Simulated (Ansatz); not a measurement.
# BeTe: single point with PBE

The system is BeTe.

```
Te Be
1.0
     0.00000    2.77000    2.77000
     2.77000    0.00000    2.77000
     2.77000    2.77000    0.00000
Te Be
1 1
Direct
  0.75000 0.75000 0.75000
  0.00000 0.00000 0.00000
```

```yaml
Program: Ansatz 0.2.0
Task: single point
Functional: PBE
Potentials_or_basis: all-electron LAPW, scalar-relativistic
Cutoff: 227 eV (chosen from the basis error)
Basis_error_allowed: 0.001 eV/atom
k_mesh: 8 × 8 × 8
Occupations: gaussian, width 0.012 eV
Spin: no spin polarisation
```

```json
{
  "Pressure": "4.3 GPa",
  "Band gap on the k mesh": "1.86 eV, indirect (least direct gap 3.59 eV)"
}
```

Levels at points of the mesh, in eV from the valence-band top:
```csv
k point,band 11,band 12,band 13,band 14,band 15,band 16,band 17,band 18
"(0.00, 0.00, 0.00)",-12.63,0.00,0.00,0.00,3.59,3.59,3.59,4.19
"(0.00, 0.00, -0.50)",-11.17,-5.85,-1.21,-1.21,3.22,4.59,4.59,7.81
"(0.00, -0.50, -0.50)",-10.63,-5.38,-2.83,-2.83,1.86,2.61,10.07,10.07
```

Wall time 6.5 s on 1 thread of Arm Neoverse V1, on a shared host, peak memory 0.24 GiB.

Caveat: spin-orbit coupling is left out, which moves the levels of the heavy elements. As with any semilocal functional, this PBE gap is likely too small.
